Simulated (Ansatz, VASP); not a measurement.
## One calculation of Be, two programs

Contents of INCAR:

```
  ALGO = Normal
  EDIFF = 1E-8
  ENCUT = 520
  GGA = PE
  ISIF = 2
  ISMEAR = -1
  LASPH = True
  LCHARG = False
  LEFG = True
  LREAL = False
  LWAVE = False
  NBANDS = 9
  NELM = 100
  PREC = Accurate
  SIGMA = 0.05
```

Contents of KPOINTS:

```
k-points
0
Gamma
  16 16 9
```

Contents of POSCAR:

```
Be
1.0
    2.2535119452      0.0000000000      0.0000000000
   -1.1267559726      1.9515985923      0.0000000000
    0.0000000000      0.0000000000      3.6009000000
Be
2
Direct
    0.3333333333      0.6666666667      0.2500000000
    0.6666666667      0.3333333333      0.7500000000
```

Input for Ansatz:

```yaml
crystal:
  lattice:
    - [2.2535119452, 0.0, 0.0]
    - [-1.1267559726, 1.9515985923, 0.0]
    - [0.0, 0.0, 3.6009]
  atoms:
    - { symbol: Be, position: [0.3333333333, 0.6666666667, 0.25] }
    - { symbol: Be, position: [0.6666666667, 0.3333333333, 0.75] }
kpoints:
  mp_grid: { grid: [16, 16, 9] }
scf:
  occupations: { method: fermi_dirac, width: 0.05 }
hamiltonian:
  xc: pbe
  pseudopotentials: { kind: paw }
output:
  forces: true
  stress: true
  eigenvalues: true
  efg: { contact_densities: true }
```

Change from the starting cell: x and y stretched by -2 %, z held, PAW files.

Alike in both runs: task electric field gradients; functional PBE; k mesh 16 × 16 × 9; occupations fermi-dirac, width 0.05 eV; no spin polarisation.

|  | VASP | Ansatz |
| --- | --- | --- |
| version | VASP 6.6.1 | Ansatz 0.2.0 |
| potentials or method | VASP PAW PBE potentials, release 64 (Be) | PAW with Ansatz's default frozen-core files, scalar-relativistic |
| plane-wave cutoff (eV) | 520 | 420 |
| valence electrons in the cell | 4 | 4 |

Ansatz gave:

```
pressure (GPa)                                                 : -0.3
largest component of the traceless stress (GPa)                : 4.27
Vzz of the field gradient on the site that differs most (V/Å²) : 0.0
```

**Question.** What did VASP give for the same quantities?

**Answer.** Pressure (GPa): -0.1; largest component of the traceless stress (GPa): 4.25; Vzz of the field gradient on the site that differs most (V/Å²): -0.2.
